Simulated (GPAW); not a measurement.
# SrO (Fm-3m) in GPAW: atomic charges with LDA

Aim: the atomic charges of SrO with LDA.

Everything below comes from runs of GPAW 26.7.0. Logs are shortened: lines on timing, memory, paths and dates and some standing lists are left out, and cuts for length are marked. The log counts tension as positive stress, the text compression.

## Step 1: The cell of the first run

The structure is cubic, space group Fm-3m (No. 225). Conventional cell: a = 5.133 Å, b = 5.133 Å, c = 5.133 Å, α = 90.00°, β = 90.00°, γ = 90.00°. Sr (site symmetry m-3m) has 6 O at 2.57 Å as nearest neighbours. O (site symmetry m-3m) has 6 Sr at 2.57 Å as nearest neighbours.

## Step 2: Atomic charges, LDA (the cell as VASP's run set it)

run.py

```python
import numpy as np
from ase import Atoms
from ase.dft.bandgap import bandgap
from ase.io import write
from ase.units import Bohr, GPa
from gpaw import GPAW, PW
from gpaw.analyse.hirshfeld import HirshfeldPartitioning

atoms = Atoms(['Sr', 'Sr', 'Sr', 'Sr', 'O', 'O', 'O', 'O'],
              cell=[[5.1326, 0.0, 0.0],
                    [0.0, 5.1326, 0.0],
                    [0.0, 0.0, 5.1326]],
              scaled_positions=[[0.5, 0.0, 0.0],
                                [0.0, 0.5, 0.0],
                                [0.0, 0.0, 0.5],
                                [0.5, 0.5, 0.5],
                                [0.0, 0.0, 0.0],
                                [0.0, 0.5, 0.5],
                                [0.5, 0.0, 0.5],
                                [0.5, 0.5, 0.0]],
              pbc=True)

calc = GPAW(mode=PW(800),
            xc='LDA',
            kpts={'size': (5, 5, 5), 'gamma': True},
            occupations={'name': 'methfessel-paxton', 'order': 0, 'width': 0.01},
            nbands=52,
            convergence={'density': 1e-05, 'energy': 1e-05},
            maxiter=150,
            legacy_gpaw=True,
            txt='gpaw.txt')
atoms.calc = calc
energy = atoms.get_potential_energy()
forces = atoms.get_forces()
stress = atoms.get_stress()
calc.write('gs.gpw')
write('result.traj', atoms)
print(f'Energy: {energy:.6f} eV')
print('Forces (eV/A):')
print(forces.round(4))
print('Stress (GPa):', (stress / GPa).round(3))
print('Fermi level:', round(calc.get_fermi_level(), 4), 'eV')
print(f'Gap: {bandgap(calc)[0]:.4f} eV, direct: {bandgap(calc, direct=True)[0]:.4f} eV')

hirshfeld = HirshfeldPartitioning(calc)
print('Hirshfeld charges:', *np.round(hirshfeld.get_charges(), 4))
print('Hirshfeld volume ratios:', *np.round(hirshfeld.get_effective_volume_ratios(), 4))

# fields on the real-space grid
write('density.cube', atoms, data=calc.get_pseudo_density() * Bohr**3)
write('potential.cube', atoms, data=calc.get_electrostatic_potential())
```

Potentials or basis: the program's PAW data sets (release 1.2.1) made for this functional, pw.

Started as:

```console
OMP_NUM_THREADS=1 python run.py
```

gpaw.txt:

```text
___ ___ ___ _ _ _
 |   |   |_  | | | |
 | | | | | . | | | |
 |__ |  _|___|_____|  26.7.0
 |___|_|

Input parameters:
  convergence: {density: 1e-05,
                energy: 1e-05}
  kpts: {gamma: True,
         size: (5, 5, 5)}
  maxiter: 150
  mode: {ecut: 800.0,
         name: pw}
  nbands: 52
  occupations: {name: methfessel-paxton,
                order: 0,
                width: 0.01}

System changes: positions, numbers, cell, pbc, initial_charges, initial_magmoms

Initialize ...

species:
  Sr:
    name:    Strontium
    Z:       38.0
    valence: 10
    core:    28
    charge:  0.0  # [|e|]
    compensation charges:
      type: gauss
      rc: 0.40  # [Å]
      lmax: 2
    cutoffs:
      filter: 2.39  # [Å]
      core: 1.85  # [Å]
    projectors
    | kind |    occ | energy [eV] | rcut [Å] |
    |------|--------|-------------|----------|
    |   4s |  2.000 |     -40.901 |    1.291 |
    |   5s |  2.000 |      -3.641 |    1.291 |
    |   4p |  6.000 |     -22.864 |    1.291 |
    |    p |        |       4.348 |    1.291 |
    |    d |        |       0.000 |    1.254 |

    Using partial waves for Sr as LCAO basis

  O:
    name:    Oxygen
    Z:       8.0
    valence: 6
    core:    2
    charge:  0.0  # [|e|]
    compensation charges:
      type: gauss
      rc: 0.21  # [Å]
      lmax: 2
    cutoffs:
      filter: 1.17  # [Å]
      core: 0.83  # [Å]
    projectors
    | kind |    occ | energy [eV] | rcut [Å] |
    |------|--------|-------------|----------|
    |   2s |  2.000 |     -23.752 |    0.688 |
    |   2p |  4.000 |      -9.195 |    0.598 |
    |    s |        |       3.459 |    0.688 |
    |    p |        |      18.016 |    0.598 |
    |    d |        |       0.000 |    0.619 |

    Using partial waves for O as LCAO basis

Reference energy: -353698.572528  # eV

Spin-paired calculation

Convergence criteria:
 Maximum [total energy] change in last 3 cyles: 1e-05 eV / valence electron
 Maximum integral of absolute [dens]ity change: 1e-05 electrons / valence electron
 Maximum integral of absolute [eigenst]ate change: 4e-08 eV^2 / valence electron
 Maximum number of scf [iter]ations: 150
 (Square brackets indicate name in SCF output, whereas a 'c' in
 the SCF output indicates the quantity has converged.)

Symmetries present (total): 48

  ( 1  0  0)  ( 1  0  0)  ( 1  0  0)  ( 1  0  0)  ( 1  0  0)  ( 1  0  0)
  ( 0  1  0)  ( 0  1  0)  ( 0  0  1)  ( 0  0  1)  ( 0  0 -1)  ( 0  0 -1)
  ( 0  0  1)  ( 0  0 -1)  ( 0  1  0)  ( 0 -1  0)  ( 0  1  0)  ( 0 -1  0)

  ( 1  0  0)  ( 1  0  0)  ( 0  1  0)  ( 0  1  0)  ( 0  1  0)  ( 0  1  0)
  ( 0 -1  0)  ( 0 -1  0)  ( 1  0  0)  ( 1  0  0)  ( 0  0  1)  ( 0  0  1)
  ( 0  0  1)  ( 0  0 -1)  ( 0  0  1)  ( 0  0 -1)  ( 1  0  0)  (-1  0  0)

  ( 0  1  0)  ( 0  1  0)  ( 0  1  0)  ( 0  1  0)  ( 0  0  1)  ( 0  0  1)
  ( 0  0 -1)  ( 0  0 -1)  (-1  0  0)  (-1  0  0)  ( 1  0  0)  ( 1  0  0)
  ( 1  0  0)  (-1  0  0)  ( 0  0  1)  ( 0  0 -1)  ( 0  1  0)  ( 0 -1  0)

  ( 0  0  1)  ( 0  0  1)  ( 0  0  1)  ( 0  0  1)  ( 0  0  1)  ( 0  0  1)
  ( 0  1  0)  ( 0  1  0)  ( 0 -1  0)  ( 0 -1  0)  (-1  0  0)  (-1  0  0)
  ( 1  0  0)  (-1  0  0)  ( 1  0  0)  (-1  0  0)  ( 0  1  0)  ( 0 -1  0)

  ( 0  0 -1)  ( 0  0 -1)  ( 0  0 -1)  ( 0  0 -1)  ( 0  0 -1)  ( 0  0 -1)
  ( 1  0  0)  ( 1  0  0)  ( 0  1  0)  ( 0  1  0)  ( 0 -1  0)  ( 0 -1  0)
  ( 0  1  0)  ( 0 -1  0)  ( 1  0  0)  (-1  0  0)  ( 1  0  0)  (-1  0  0)

  ( 0  0 -1)  ( 0  0 -1)  ( 0 -1  0)  ( 0 -1  0)  ( 0 -1  0)  ( 0 -1  0)
  (-1  0  0)  (-1  0  0)  ( 1  0  0)  ( 1  0  0)  ( 0  0  1)  ( 0  0  1)
  ( 0  1  0)  ( 0 -1  0)  ( 0  0  1)  ( 0  0 -1)  ( 1  0  0)  (-1  0  0)

  ( 0 -1  0)  ( 0 -1  0)  ( 0 -1  0)  ( 0 -1  0)  (-1  0  0)  (-1  0  0)
  ( 0  0 -1)  ( 0  0 -1)  (-1  0  0)  (-1  0  0)  ( 0  1  0)  ( 0  1  0)
  ( 1  0  0)  (-1  0  0)  ( 0  0  1)  ( 0  0 -1)  ( 0  0  1)  ( 0  0 -1)

  (-1  0  0)  (-1  0  0)  (-1  0  0)  (-1  0  0)  (-1  0  0)  (-1  0  0)
  ( 0  0  1)  ( 0  0  1)  ( 0  0 -1)  ( 0  0 -1)  ( 0 -1  0)  ( 0 -1  0)
  ( 0  1  0)  ( 0 -1  0)  ( 0  1  0)  ( 0 -1  0)  ( 0  0  1)  ( 0  0 -1)

125 k-points: 5 x 5 x 5 Monkhorst-Pack grid
10 k-points in the irreducible part of the Brillouin zone
       k-points in crystal coordinates                weights
   0:     0.00000000    0.00000000    0.00000000          1/125
   1:     0.20000000    0.00000000    0.00000000          6/125
   2:     0.20000000    0.20000000    0.00000000         12/125
   3:     0.20000000    0.20000000    0.20000000          8/125
   4:     0.40000000    0.00000000    0.00000000          6/125
   5:     0.40000000    0.20000000    0.00000000         24/125
   6:     0.40000000    0.20000000    0.20000000         24/125
   7:     0.40000000    0.40000000    0.00000000         12/125
   8:     0.40000000    0.40000000    0.20000000         24/125
   9:     0.40000000    0.40000000    0.40000000          8/125

Wave functions: Plane wave expansion
  Cutoff energy: 800.000 eV
  Number of coefficients (min, max): 6931, 6979
  Pulay-stress correction: 0.000000 eV/Ang^3 (de/decut=0.000000)
  Using FFTW library
  ScaLapack parameters: grid=1x1, blocksize=None
  Wavefunction extrapolation:
    Improved wavefunction reuse through dual PAW basis

Occupation numbers: Methfessel-Paxton:
  width: 0.0100  # eV
  order: 0

Eigensolver
   Davidson(niter=2)

Densities:
  Coarse grid: 35*35*35 grid
  Fine grid: 70*70*70 grid
  Total Charge: 0.000000

Density mixing:
  Method: separate
  Backend: msr1
  Linear mixing parameter: 0.05
  old densities: 10
  Width of damping distribution: 1.1
  Damping of long wavelength oscillations: 20

Hamiltonian:
  XC and Coulomb potentials evaluated on a 70*70*70 grid
  Using the LDA Exchange-Correlation functional
  External potential:
    NoExternalPotential

Number of atoms: 8
Number of atomic orbitals: 36
Number of bands in calculation: 52
Number of valence electrons: 64
Bands to converge: occupied

... initialized

Initializing position-dependent things.

Density initialized from atomic densities
Creating initial wave functions:
  36 bands from LCAO basis set
  16 bands from random numbers

    .------------.
   /|            |
  / |            |
 *  |            |
 |  |            |
 |O |    Sr      |
 Sr .--O---------.
 | /            /
 |/r     O     /
 O-----Sr-----*

Atomic positions and initial magnetic moments

Positions:
   0 Sr     2.566300    0.000000    0.000000    ( 0.0000,  0.0000,  0.0000)
   1 Sr     0.000000    2.566300    0.000000    ( 0.0000,  0.0000,  0.0000)
   2 Sr     0.000000    0.000000    2.566300    ( 0.0000,  0.0000,  0.0000)
   3 Sr     2.566300    2.566300    2.566300    ( 0.0000,  0.0000,  0.0000)
   4 O      0.000000    0.000000    0.000000    ( 0.0000,  0.0000,  0.0000)
   5 O      0.000000    2.566300    2.566300    ( 0.0000,  0.0000,  0.0000)
   6 O      2.566300    0.000000    2.566300    ( 0.0000,  0.0000,  0.0000)
   7 O      2.566300    2.566300    0.000000    ( 0.0000,  0.0000,  0.0000)

Unit cell:
           periodic     x           y           z      points  spacing
  1. axis:    yes    5.132600    0.000000    0.000000    35     0.1466
  2. axis:    yes    0.000000    5.132600    0.000000    35     0.1466
  3. axis:    yes    0.000000    0.000000    5.132600    35     0.1466

  Lengths:   5.132600   5.132600   5.132600
  Angles:   90.000000  90.000000  90.000000

Effective grid spacing dv^(1/3) = 0.1466

iter:   1   -60.917516
iter:   2   -58.996569   -1.52  -0.97
iter:   3   -54.750608   -1.13  -1.03
iter:   4   -54.662032   -2.81  -1.41
iter:   5   -54.637591   -3.18  -1.66
iter:   6   -54.635607   -4.28  -2.78
iter:   7   -54.635586   -5.11  -2.93
iter:   8   -54.635557c  -6.11  -3.69
iter:   9   -54.635552c  -7.05  -3.90
iter:  10   -54.635552c  -8.34c -4.76
iter:  11   -54.635552c  -8.81c -5.02c

Converged after 11 iterations.

Dipole moment: (-0.000000, -0.000000, -0.000000) |e|*Ang

Energy contributions relative to reference atoms: (reference = -353698.572528)

Kinetic:        +53.615168
Potential:      -44.209268
External:        +0.000000
XC:             -63.495036
Entropy (-ST):   +0.000000
Local:           -0.546416
SIC:             +0.000000
--------------------------
Free energy:    -54.635552
Extrapolated:   -54.635552

Showing only first 2 kpts
 Kpt  Band  Eigenvalues  Occupancy
  0    30      4.73904    2.00000
  0    31      4.73904    2.00000
  0    32      7.94034    0.00000
  0    33      7.94034    0.00000

  1    30      4.69282    2.00000
  1    31      4.69282    2.00000
  1    32      8.12649    0.00000
  1    33      8.48272    0.00000

Fermi level: 5.20055

Gap: 3.201 eV
Transition (v -> c):
  (s=0, k=0, n=31, [0.00, 0.00, 0.00]) -> (s=0, k=0, n=32, [0.00, 0.00, 0.00])
No difference between direct/indirect transitions

Forces in eV/Ang:
  0 Sr    0.00000    0.00000    0.00000
  1 Sr    0.00000    0.00000    0.00000
  2 Sr    0.00000    0.00000    0.00000
  3 Sr   -0.00000   -0.00000    0.00000
  4 O     0.00000    0.00000    0.00000
  5 O    -0.00000    0.00000    0.00000
  6 O     0.00000    0.00000    0.00000
  7 O     0.00000   -0.00000   -0.00000

Stress tensor:
     0.020236    -0.000000     0.000000
    -0.000000     0.020236     0.000000
     0.000000     0.000000     0.020236
Writing to gs.gpw (mode='')

Initializing position-dependent things.
```

Run time: 74 s. Hardware: 1 thread of Arm Neoverse V1, shared host; peak memory 0.55 GiB.

What came out:

| Quantity | Value |
| --- | --- |
| Free energy | -54.6356 eV |
| Pressure | -3.2 GPa |
| Band gap on the k mesh | 3.20 eV |
| Hirshfeld charges | Sr +0.35; O -0.35 e |

Levels at points of the mesh, in eV from the valence-band top:
```
           k point  band 29  band 30  band 31  band 32  band 33  band 34  band 35  band 36
(0.00, 0.00, 0.00)    -0.07     0.00     0.00     0.00     3.20     3.20     3.20     3.85
```

Caveat: an odd mesh through Γ misses points on the zone boundary, where band edges often lie.
